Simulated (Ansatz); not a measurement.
Wurtzite AlN at its r2SCAN geometry, run in the PAW code Ansatz at 4 levels of theory. Calculated for a static, non-magnetic cell.

The LDA input:
```yaml
crystal:
  lattice:
    - [3.1066937601, 0.0, 0.0]
    - [-1.5533468801, 2.6904757181, 0.0]
    - [0.0, 0.0, 4.9785915499]
  atoms:
    - { symbol: Al, position: [0.3333333333, 0.6666666667, -0.0032954728] }
    - { symbol: Al, position: [0.6666666667, 0.3333333333, 0.4967045272] }
    - { symbol: "N", position: [0.3333333333, 0.6666666667, 0.3782954728] }
    - { symbol: "N", position: [0.6666666667, 0.3333333333, 0.8782954728] }
kpoints:
  mp_grid: { grid: [12, 12, 6] }
  band_path:
    path:
      - [0.0, 0.0, 0.0]
      - [0.5, 0.0, 0.0]
      - [0.3333333333, 0.3333333333, 0.0]
      - [0.0, 0.0, 0.5]
      - [0.5, 0.0, 0.5]
      - [0.3333333333, 0.3333333333, 0.5]
    npoints: 1
hamiltonian:
  xc: lda
scf:
  occupations: { method: fixed }
  n_extra_bands: 5
output:
  forces: true
  stress: true
  eigenvalues: true
```

Main results, then, where recorded, the levels near the gap in eV from the Fermi energy (columns number the bands from 0), one row a point of the path (Γ, M, K, A, L, H):
```
Crystal: 4 atoms, lattice volume = 41.613 Å³
Symmetry: 12 space group operations
Space group: P63mc (ITA 186)
```
```
Basis set: ecut = 420 eV, 809 PW (Γ)
k-points: 76 of 864 (time reversal used)
SCF converged after 6 iterations
Free energy (F): -1779.704845 eV
Fermi energy:    6.890884 eV
--- Forces (eV/Å), atoms counted from 1 ---
  atom   1  Al      0.00000      0.00000    -0.00160
  atom   2  Al      0.00000      0.00000    -0.00160
  atom   3  N       0.00000      0.00000      0.00159
  atom   4  N       0.00000      0.00000      0.00159
--- Stress (GPa, compression-positive) ---
       -3.787874       0.000000       0.000000
        0.000000      -3.787874       0.000000
        0.000000       0.000000      -3.797384
  P = ⅓ Tr σ = -3.7910 GPa (-37.910 kbar)
```
```tsv
band_3	band_4	band_5	band_6	band_7	band_8	band_9	band_10
-0.861	-0.861	-0.209	-0.209	0.000	4.259	6.595	10.504
-4.198	-3.372	-2.099	-1.799	-0.693	5.694	5.695	8.122
-3.814	-3.814	-2.481	-2.404	-2.404	4.918	8.239	9.560
-3.334	-0.545	-0.545	-0.545	-0.545	6.457	6.457	10.186
-5.652	-1.473	-1.473	-1.373	-1.373	5.217	5.217	9.112
-4.878	-3.904	-3.904	-0.800	-0.800	7.302	7.302	7.729
```

The LDA gap is direct at Γ: 4.26 eV.

**Question.** In the first input these blocks are replaced (the band path and keys that only write files left aside):
```yaml
hamiltonian:
  xc: r2scan
```
What comes out?

**Answer.**
```
Basis set: ecut = 500 eV, 1087 PW (Γ)
k-points: 76 of 864 (time reversal used)
SCF converged after 7 iterations
Free energy (F): -1856.970386 eV
Fermi energy:    6.928272 eV
--- Forces (eV/Å), atoms counted from 1 ---
  atom   1  Al      0.00000      0.00000    -0.00113
  atom   2  Al      0.00000      0.00000    -0.00113
  atom   3  N       0.00000      0.00000      0.00118
  atom   4  N       0.00000      0.00000      0.00118
--- Stress (GPa, compression-positive) ---
        0.001387       0.000000       0.000000
        0.000000       0.001387       0.000000
        0.000000       0.000000       0.004687
  P = ⅓ Tr σ = 0.0025 GPa (0.025 kbar)
```
```tsv
band_3	band_4	band_5	band_6	band_7	band_8	band_9	band_10
-0.885	-0.885	-0.223	-0.223	0.000	4.880	7.527	11.601
-4.221	-3.388	-2.141	-1.770	-0.710	6.454	6.572	9.034
-3.798	-3.798	-2.520	-2.409	-2.409	5.695	9.150	10.567
-3.377	-0.564	-0.564	-0.564	-0.564	7.231	7.231	11.318
-5.663	-1.500	-1.500	-1.394	-1.394	6.000	6.000	10.156
-4.868	-3.920	-3.920	-0.813	-0.813	8.150	8.150	8.644
```
r2SCAN gives a direct gap of 4.88 eV at Γ. The mean stress is close to zero (0.00 GPa).

**Question.** In the first input these blocks are replaced (the band path and keys that only write files left aside):
```yaml
kpoints:
  mp_grid: { grid: [6, 6, 4] }
hamiltonian:
  xc: hse06
```
What comes out?

**Answer.**
```
Basis set: ecut = 420 eV, 809 PW (Γ)
k-points: 21 of 144 (time reversal used)
Exchange kernel: α = 0.2500, screened, ω = 0.2079 Å⁻¹, Wigner–Seitz truncation, v(0) = 1043.2921 eV·Å³, q-mesh 6×6×4
hybrid outer 1: dexx = +5.538e-3 eV, tail = 1.05e-5 eV
hybrid outer 2: dexx = +1.284e-7 eV, tail = 5.19e-9 eV, Δε = 1.88e-3 eV, ΔF = 3.22e-4 eV/Å
hybrid SCF converged: 2 outer / 9 inner (+2 warm-up)
Free energy (F): -1849.423808 eV
Fermi energy:    6.271993 eV
--- Forces (eV/Å), atoms counted from 1 ---
  atom   1  Al      0.00000      0.00000    -0.01033
  atom   2  Al      0.00000      0.00000    -0.01033
  atom   3  N       0.00000      0.00000      0.01030
  atom   4  N       0.00000      0.00000      0.01030
--- Stress (GPa, compression-positive) ---
       -0.547271       0.000000       0.000000
        0.000000      -0.547271       0.000000
        0.000000       0.000000      -0.835794
  P = ⅓ Tr σ = -0.6434 GPa (-6.434 kbar)
```
```tsv
band_3	band_4	band_5	band_6	band_7	band_8	band_9	band_10
-0.944	-0.944	-0.232	-0.232	0.000	5.599	8.192	12.485
-4.511	-3.618	-2.280	-1.881	-0.757	7.154	7.203	9.768
-4.073	-4.073	-2.677	-2.573	-2.573	6.343	9.943	11.350
-3.583	-0.599	-0.599	-0.599	-0.599	7.993	7.993	12.049
-6.057	-1.598	-1.598	-1.479	-1.479	6.665	6.665	10.814
-5.220	-4.165	-4.165	-0.868	-0.868	8.900	8.900	9.343
```
The HSE06 gap is direct at Γ: 5.60 eV. The mean pressure at these positions is -0.6 GPa, compression counted positive. (The program warns that its thresholds are loose for a hybrid's stress.)

**Question.** In the first input these blocks are replaced (the band path and keys that only write files left aside):
```yaml
kpoints:
  mp_grid: { grid: [6, 6, 4] }
hamiltonian:
  xc: hf
```
What comes out?

**Answer.**
```
Basis set: ecut = 420 eV, 809 PW (Γ)
k-points: 21 of 144 (time reversal used)
hybrid outer 1: dexx = +3.630e-1 eV, tail = 1.66e-3 eV
hybrid outer 2: dexx = +1.281e-4 eV, tail = 6.99e-6 eV, Δε = 1.87e-2 eV, ΔF = 5.21e-3 eV/Å
hybrid outer 3: dexx = +7.536e-7 eV, tail = 3.94e-8 eV, Δε = 3.99e-4 eV, ΔF = 1.68e-4 eV/Å
hybrid SCF converged: 3 outer / 17 inner (+3 warm-up)
Free energy (F): -1814.048674 eV
Fermi energy:    3.138063 eV
--- Forces (eV/Å), atoms counted from 1 ---
  atom   1  Al      0.00000      0.00000      0.00743
  atom   2  Al      0.00000      0.00000      0.00743
  atom   3  N       0.00000      0.00000    -0.00741
  atom   4  N       0.00000      0.00000    -0.00741
--- Stress (GPa, compression-positive) ---
       -1.533453       0.000000       0.000000
        0.000000      -1.533453       0.000000
        0.000000       0.000000      -1.371561
  P = ⅓ Tr σ = -1.4795 GPa (-14.795 kbar)
```
```tsv
band_3	band_4	band_5	band_6	band_7	band_8	band_9	band_10
-1.161	-1.161	-0.276	-0.276	0.000	13.548	16.352	21.244
-5.363	-4.297	-2.769	-2.119	-0.929	14.900	14.997	18.067
-4.785	-4.785	-3.219	-3.041	-3.041	13.961	18.240	19.928
-4.163	-0.736	-0.736	-0.736	-0.736	16.189	16.189	20.713
-7.170	-1.936	-1.936	-1.763	-1.763	14.434	14.434	19.022
-6.177	-4.875	-4.875	-1.064	-1.064	16.958	16.958	17.523
```
Hartree-Fock gives a direct gap of 13.55 eV at Γ. At this geometry Hartree-Fock finds -1.5 GPa, compression counted positive: its own equilibrium volume is smaller. (The program warns that its thresholds are loose for a hybrid's stress.)

The hybrids run on coarser meshes, which limits their stresses and small splittings of levels.

Totals of different functionals can't be compared.

The meshes of the hybrids are coarse, so their gaps aren't converged to the digits shown.
